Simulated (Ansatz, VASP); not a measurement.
**Two plane-wave programs on TaH4 (Ta(H)4)**

```
Ta H
1.0
    11.96000    0.00000    0.00000
     0.00000   11.96000    0.00000
     0.00000    0.00000   10.94000
Ta H
1 4
Cartesian
  5.9807 5.9807 5.4677
  7.4614 5.9807 6.4354
  5.9807 7.4614 4.5000
  4.5000 5.9807 6.4354
  5.9807 4.5000 4.5000
```

Alike in both runs: task single point; functional PBE; k mesh 1 × 1 × 1; occupations gaussian, width 0.01 eV; non-collinear spin, spin-orbit coupling.

```csv
,VASP,Ansatz
version,VASP 6.6.1,Ansatz 0.2.0
potentials or method,"VASP PAW PBE potentials, release 64 (Ta_pv, H)","plane waves, PAW"
plane-wave cutoff (eV),520,420
valence electrons in the cell,15,17
```

VASP gave:

- gap on the k mesh at the Fermi level (eV): 0.13
- rms of the force components (eV/Å): 0.118
- net moment per atom (μB): 0.20

Task: What did Ansatz give for the same quantities?

Result: gap on the k mesh at the Fermi level (eV): 0.17; rms of the force components (eV/Å): 0.114; net moment per atom (μB): 0.20.

Atom by atom the forces differ by 0.004 eV/Å (rms over components). The two sets of potentials don't hold the same shells in valence. Ansatz warned: «structure_snapped_to_symmetry».
